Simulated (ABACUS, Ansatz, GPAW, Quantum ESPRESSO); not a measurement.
## Si: equilibrium volume by level of theory

**What was measured.** The equilibrium volume of Si (Fd-3m) is reported as 20.02 Å³/atom at 295.65 K (a printed reference work). The runs below try to reproduce it.

```yaml
crystal:
  lattice:
    - [0.00000, 2.72185, 2.72185]
    - [2.72185, 0.00000, 2.72185]
    - [2.72185, 2.72185, 0.00000]
  atoms:
    - { symbol: Si, position: [0.50000, 0.50000, 0.50000] }
    - { symbol: Si, position: [0.75000, 0.75000, 0.75000] }
```

```csv
rung,level,program and potentials,cutoff (eV),k mesh,smearing,task,core time,chip,equilibrium volume (Å³/atom),miss,notes
LDA,LDA,"Ansatz, Ansatz PAW",420,8 × 8 × 8,fermi-dirac 0.05,relaxation of cell and atoms,3.1 s,Arm Neoverse V1,19.70,-1.6 %,"potentials made for PBE, which Ansatz adapts in part"
GGA,revPBE,"Ansatz, Ansatz PAW",420,8 × 8 × 8,fermi-dirac 0.05,relaxation of cell and atoms,3.5 s,Arm Neoverse V1,20.72,+3.5 %,"potentials made for PBE, which Ansatz adapts in part"
GGA,RPBE,"Ansatz, Ansatz PAW",420,8 × 8 × 8,fermi-dirac 0.05,relaxation of cell and atoms,3.6 s,Arm Neoverse V1,20.81,+3.9 %,"potentials made for PBE, which Ansatz adapts in part"
GGA,BLYP,"Ansatz, Ansatz PAW",420,8 × 8 × 8,fermi-dirac 0.05,relaxation of cell and atoms,4.3 s,Arm Neoverse V1,21.16,+5.7 %,"potentials made for PBE, which Ansatz adapts in part"
GGA,PBE,"Ansatz, Ansatz PAW",420,8 × 8 × 8,fermi-dirac 0.05,equation of state,4.9 s,Intel Xeon Platinum 8488C Sapphire Rapids,20.46,+2.2 %,-
GGA,PBEsol,"Ansatz, Ansatz PAW",420,8 × 8 × 8,fermi-dirac 0.05,equation of state,5.4 s,Intel Xeon,20.06,+0.2 %,"potentials made for PBE, which Ansatz adapts in part"
GGA + dispersion,revPBE+D4,"Ansatz, Ansatz PAW",420,8 × 8 × 8,fermi-dirac 0.05,equation of state,12 s,Intel Xeon,19.62,-2.0 %,"potentials made for PBE, which Ansatz adapts in part"
meta-GGA,r2SCAN,"Ansatz, Ansatz PAW",500,8 × 8 × 8,fermi-dirac 0.05,equation of state,12 s,Intel Xeon Platinum 8488C Sapphire Rapids,20.17,+0.7 %,"potentials made for PBE, which Ansatz adapts in part"
GGA + dispersion,PBEsol+D3(BJ),"Ansatz, all-electron LAPW, scalar-relativistic",-,8 × 8 × 8,fermi-dirac 0.05,relaxation of cell and atoms,14 s,Intel Xeon Skylake/Cascade Lake,19.62,-2.0 %,-
GGA + dispersion,PBE+D3(BJ),"Ansatz, all-electron LAPW, scalar-relativistic",-,8 × 8 × 8,fermi-dirac 0.05,relaxation of cell and atoms,15 s,Intel Xeon Skylake/Cascade Lake,19.91,-0.5 %,-
GGA,OLYP,"ABACUS, PseudoDojo NC SR 0.5 PBE stringent, plane waves",490,6 × 6 × 6,fermi-dirac 0.05,equation of state,24 s,Intel Xeon Platinum 8259CL Skylake/Cascade Lake,20.22,+1.0 %,potentials made for PBE; fit through 4 volumes
GGA,PBEsol,"GPAW, PAW data sets generated for this functional",600,8 × 8 × 8,fermi-dirac 0.05,equation of state,47 s,Intel Xeon Platinum 8375C Ice Lake,20.11,+0.4 %,-
GGA,PBE,"GPAW, PAW data sets generated for this functional",600,8 × 8 × 8,fermi-dirac 0.05,equation of state,52 s,Arm Neoverse V2,20.52,+2.5 %,-
GGA,BP86,"ABACUS, GBRV ultrasoft 1.5 PBE, plane waves",544,6 × 6 × 6,fermi-dirac 0.05,equation of state,2.8 min,Intel Xeon Platinum 8259CL Skylake/Cascade Lake,20.63,+3.0 %,potentials made for PBE; fit through 4 volumes
non-local van der Waals functional,optB86b-vdW,"Quantum ESPRESSO, PseudoDojo 0.4.1 SR PBE standard",490,8 × 8 × 8,fermi-dirac 0.05,equation of state,11 min,Intel Xeon,20.40,+1.9 %,potentials made for PBE
```

Times are single runs on shared hosts and different chips, so they are rough; meshes, cutoffs and the tasks' sizes weigh on the time. All rows: no spin polarisation. Smearing widths are in eV. Meshes differ between rows, which moves values too. Meshes are those of the run's cell of 2 atoms unless a note names another. Relaxations start from the cell shown or near it and stop with a little pressure left. The cell shown, of 20.16 Å³ an atom, is the runs' start and not the measured value. Misses use the values as printed. Runs on faulty files, with rough fits or with known faults for this quantity aren't shown. No row holds spin-orbit coupling.

By rung: LDA 19.70; GGA 20.06 to 21.16; GGA + dispersion 19.62 to 19.91; non-local van der Waals functional 20.40; meta-GGA 20.17 (Å³/atom). Measured: 20.02 Å³/atom at 295.65 K (a printed reference work). Closest is PBEsol with Ansatz, Ansatz PAW (+0.2 %), and PBE misses by +2.2 % to +2.5 % on plain settings. The runs are for a static lattice, while measurements hold temperature and zero-point motion.
